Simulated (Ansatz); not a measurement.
An Ansatz input:

```yaml
crystal:
  lattice:
    - [0.0, 2.6903139182, 2.6903139182]
    - [2.6903139182, 0.0, 2.6903139182]
    - [2.6903139182, 2.6903139182, 0.0]
  atoms:
    - { symbol: Ru, position: [0.125, 0.125, 0.125], spin: 1.0 }
    - { symbol: Ru, position: [0.875, 0.875, 0.875], spin: 1.0 }
hamiltonian:
  xc: pbe
  pseudopotentials:
    kind: paw
    azcp:
      Ru: "pseudopotentials/Ru.paw.azcp"
basis:
  ecutwfc: 420
  fft_grid_basis: typed
kpoints:
  mp_grid: { grid: [16, 16, 16], shift: [0, 0, 0] }
magnetization:
  spin_polarized: true
scf:
  occupations: { method: fermi_dirac, width: 0.05 }
output:
  stress: true
```

Output

```
Engine: ansatz 0.2.0, aarch64-unknown-linux-gnu
Pseudopotentials: kind: paw
Pseudopotential: Ru, paw, valence charge 16, recommended cutoff 420 eV (normal) 
Functional definition: PBE
  parameter kappa = 0.804
  parameter beta = 0.06672455060314922
  exchange = pbe_x(kappa = kappa, mu = beta*pi^2/3)
  correlation = pbe_c(beta = beta)
Crystal: 2 atoms, lattice volume = 38.944 Å³
Basis set: ecut = 420 eV, 749 PW (Γ)
Bands: 21, of which v1, the nominal top of the filled ones, is band 16 counted from 1 (15 counted from 0)
Symmetry: 48 space group operations
Space group: Fd-3m (ITA 227), of the structure as read, at distance tolerance 3.4e-5 Å
Magnetic group: BNS 227.128 (UNI 1630), of the structure as read, at distance tolerance 3.4e-5 Å
k-points: 145 of 4096
Non-local potential: Ru, projectors of the file, l = 0: 3, l = 1: 2, l = 2: 2, l = 3: 1
PAW form: soft (Blöchl's): semilocal exchange-correlation on the pseudo side does not see the compensation charge
PAW one-centre angular grid: Ru, 590 points (default); XC on 64 Gauss nodes
Initial density: superposition of atomic densities (chi_scale 0.1, normalization cell)
Starting moments: Σ|m| = 2 μB on 2 of 2 sites
Initial wavefunctions: pseudopotential atomic-orbital guess
Functional: x = pbe(κ = 0.804, μ = 0.2195149727645171), c = pbe(β = 0.06672455060314922)
SCF iter   1: F=—  HF=-11756.366847 eV  |F-HF|=—  |Δ(HF+E_count)|=         —  Δρ=7.29e-2 (↑7.29e-2 ↓3.46e-2)  dr2=1.98e0  dr2_m=5.94e-1  M=0.188 μB ∫|m|=0.188 μB  β_m=0.30  ethr=3.10e-3  ⟨swp⟩=5.5  Hψ=25245  notcnv=0
Mixer restart at iter 1: flushing history
spin=Collinear: Kerker preconditioning applied to the charge; magnetization (m = ρ↑ − ρ↓) channel mixes plain (no charge-response kernel on spin).
SCF iter   2: F=—  HF=-11755.376640 eV  |F-HF|=—  |Δ(HF+E_count)|=   9.90e-1  Δρ=4.93e-2 (↑4.93e-2 ↓2.58e-2)  dr2=7.79e-1  dr2_m=3.06e-1  M=0.148 μB ∫|m|=0.148 μB  β_m=0.59  ethr=3.10e-3  ⟨swp⟩=2.0  Hψ=9654  notcnv=0  defer=58
SCF iter   3: F=—  HF=-11754.979082 eV  |F-HF|=—  |Δ(HF+E_count)|=   3.98e-1  Δρ=8.08e-3 (↑5.46e-3 ↓8.08e-3)  dr2=2.57e-2  dr2_m=7.49e-3  M=0.031 μB ∫|m|=0.031 μB  β_m=0.80  ethr=2.43e-3  ⟨swp⟩=2.0  Hψ=9804  notcnv=0  defer=62
SCF iter   4: F=—  HF=-11754.981731 eV  |F-HF|=—  |Δ(HF+E_count)|=   2.65e-3  Δρ=1.37e-3 (↑1.37e-3 ↓1.37e-3)  dr2=1.96e-3  dr2_m=5.62e-6  M=0.001 μB ∫|m|=0.001 μB  β_m=0.90  ethr=8.03e-5  ⟨swp⟩=2.1  Hψ=12864  notcnv=0  defer=63
SCF iter   5: F=—  HF=-11754.980791 eV  |F-HF|=—  |Δ(HF+E_count)|=   9.40e-4  Δρ=3.52e-4 (↑3.49e-4 ↓3.52e-4)  dr2=2.64e-4  dr2_m=6.60e-7  M=-0.000 μB ∫|m|=0.000 μB  β_m=0.95  ethr=6.13e-6  ⟨swp⟩=2.6  Hψ=10914  notcnv=0  defer=63
SCF iter   6: F=—  HF=-11754.980813 eV  |F-HF|=—  |Δ(HF+E_count)|=   2.12e-5  Δρ=9.84e-5 (↑8.79e-5 ↓9.84e-5)  dr2=1.23e-5  dr2_m=1.43e-7  M=-0.000 μB ∫|m|=0.000 μB  β_m=0.97  ethr=8.25e-7  ⟨swp⟩=2.2  Hψ=8405  notcnv=0  defer=63
SCF iter   7: F=—  HF=-11754.980824 eV  |F-HF|=—  |Δ(HF+E_count)|=   1.15e-5  Δρ=1.94e-5 (↑1.68e-5 ↓1.94e-5)  dr2=4.87e-7  dr2_m=1.12e-8  M=0.000 μB ∫|m|=0.000 μB  β_m=0.99  ethr=3.83e-8  ⟨swp⟩=2.1  Hψ=8497  notcnv=0  defer=63
SCF iter   8: F=—  HF=-11754.980825 eV  |F-HF|=—  |Δ(HF+E_count)|=   4.96e-7  Δρ=3.71e-6 (↑3.08e-6 ↓3.71e-6)  dr2=1.31e-8  dr2_m=1.26e-10  M=0.000 μB ∫|m|=0.000 μB  β_m=0.99  ethr=1.52e-9  ⟨swp⟩=2.0  Hψ=8809  notcnv=0  defer=63
SCF iter   9: F=-11754.980825 eV  HF=-11754.980825 eV  |F-HF|=4.11e-10  |Δ(HF+E_count)|=   2.42e-8  Δρ=9.05e-7 (↑6.86e-7 ↓9.05e-7)  dr2=1.02e-9  dr2_m=9.78e-12  M=0.000 μB ∫|m|=0.000 μB  ethr=4.10e-11  ⟨swp⟩=1.2  Hψ=17746  notcnv=0
SCF 1 converged in 9 iterations: F = -11754.980825 eV  dr2 = 1.02e-9
WARN: the starting moments were not kept: the SCF closed with an absolute magnetisation of 3.5e-6 μB, where they sum to 2 μB in size (2 sites). That is at most 0.1 of that sum. Measured as dr2_m measures the in/out step, that magnetisation stands 2.7e-12 eV from none, at or under the dr2_threshold of 1.0e-7 eV: it is no larger than a step whose dr2_m would equal this threshold. The system may hold no moment; this SCF shows only that its start led to no more than that. To try another start: raise the starting moments (crystal.atoms[].spin, magnetization.per_species, magnetization.initial_magnetization, or on a non-collinear deck that types none of these the spinor_matrix: blocks that start its atoms; where the total moment is fixed, keep their sum and leave initial_magnetization as it is; typed ones take the place of any that the run laid by itself, positive ones on a crystal's lanthanoids without a Hubbard term where scf.initial_density.shell_occupations: [] is typed) or, if the notice of its spin-set hold's release reads "site moments contracting" or "site moments show no strong build", lengthen the hold (scf.mixing.spin_hold: { on: { confirm: 4 } }; for m-r²SCAN on two components see the key's manual first). Each may lead to a state that holds a moment. A second SCF, from the converged charge density, with the starting moments and any scf.initial_density.shell_occupations laid on it anew, would have followed, and was not run: the deck does not ask for one (magnetization.retry_lost_moments is false, the default). To let it run, set magnetization.retry_lost_moments: true and run the deck again, where that key's refused combinations let it; where memory then withholds it, that run's warning says so.
SCF converged after 9 iterations
Magnetization: 0.0000 μB (16.0000 up, 16.0000 down)
Absolute magnetization: 0.0000 μB (∫|ρ↑−ρ↓|, with the PAW one-centre terms)
Spin contamination: 0.0000 ħ² per cell (⟨S²⟩ above its minimum at these occupations)
Per-site moments (μB) at R_I (Å): [(1.397155783850671e-6, 0.9610755813928706), (1.3971557841515173e-6, 0.9610755813928706)]
Free energy (F): -11754.980825 eV
Harris-Foulkes:  -11754.980825 eV  (|F-HF|=4.11e-10)
Internal energy: -11754.965978 eV  (E = F + TS)
E sigma→0 (E₀):  -11754.973401 eV
Entropy (-TS):   -0.014847 eV (-7.423 meV/atom)
Fermi energy:    14.992508 eV
--- Per-component energies (eV) ---
  E_band       = -368.862161
  E_kinetic    = 1031.927411
  E_local      = -3799.784214  (includes V_loc(G=0)·N_el)
  E_nonlocal   = 690.830474
  E_hartree    = 1315.577236
  E_xc         = -379.143821
  E_vxc        = -475.649503  (∫ρ·V_xc dr)
  E_paw        = -6923.836165  (= ΣΔE_a)
  E_vpaw       = -447.338209  (= ΣTr[D̂ρ^β])
  E_aug_tail   = -0.000400  (compensation charges beyond the density's cutoff)
  E_ewald      = -3690.536499
  E_smearing   = -0.014847  (= −TS)
  E_closure    = -0.000000  (closes the sum)
  Σ components = -11754.980825   (vs F -11754.980825, Δ=0.00e0)
--- Stress (GPa, compression-positive) ---
        7.374909       0.000000       0.000000
        0.000000       7.374909       0.000000
       -0.000000       0.000000       7.374909
  P = ⅓ Tr σ = 7.3749 GPa (73.749 kbar)
```
